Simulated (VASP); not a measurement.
NiO:

```xyz
2
Lattice="2.7831 0.0000 0.0000 -1.3915 2.4102 0.0000 0.0000 0.0000 2.7161" Properties=species:S:1:pos:R:3 pbc="T T T"
Ni    0.0000    0.0000    0.0000
O     1.3915    0.8034    1.3581
```

Measurements of this composition are mostly on another form, of space group No. 225.

- Program: VASP 6.6.1
- Task: single point
- Functional: PBE
- Potentials or basis: VASP PAW PBE potentials, release 64 (Ni, O)
- Cutoff: 520 eV
- k mesh: 11 × 11 × 10
- Occupations: fermi-dirac, width 0.05 eV
- Spin: collinear spin, ferromagnetic start
- Starting moments: [1.0, 0.0] μB

On this cell: pressure 4.8 GPa; largest force under 0.003 eV/Å; net moment 1.84 μB per cell; site moments Ni +1.39; O +0.40 μB; band gap on the k mesh none (metal or under the smearing width).

The same run follows on a disturbed copy (atoms moved at random, drawn with an rms of 0.05 Å):

```xyz
2
Lattice="2.7831 0.0000 0.0000 -1.3915 2.4102 0.0000 0.0000 0.0000 2.7161" Properties=species:S:1:pos:R:3 pbc="T T T"
Ni    0.0271    0.0113   -0.0529
O     1.3387    0.7899    1.3791
```

Problem. What changes?

Solution. The energy (extrapolated to zero smearing) moves by +0.0 meV/atom; pressure 5.6 GPa; largest force 0.221 eV/Å; net moment 1.74 μB per cell; site moments Ni +1.32; O +0.37 μB; band gap on the k mesh none (metal or under the smearing width).

Forces in eV/Å, atoms in the order of the input:
```
Ni  -0.155 -0.056 -0.147
O    0.155  0.056  0.147
```

Stress tensor (GPa, compression positive):
```
 7.31  1.12 -1.88
 1.12  6.27 -0.74
-1.88 -0.74  3.28
```

Caveats: a cell with one magnetic atom can't hold antiferromagnetic order, which such compounds often take; semilocal functionals often make such compounds metallic where correlation or magnetic order opens a gap, which also shifts bond lengths.
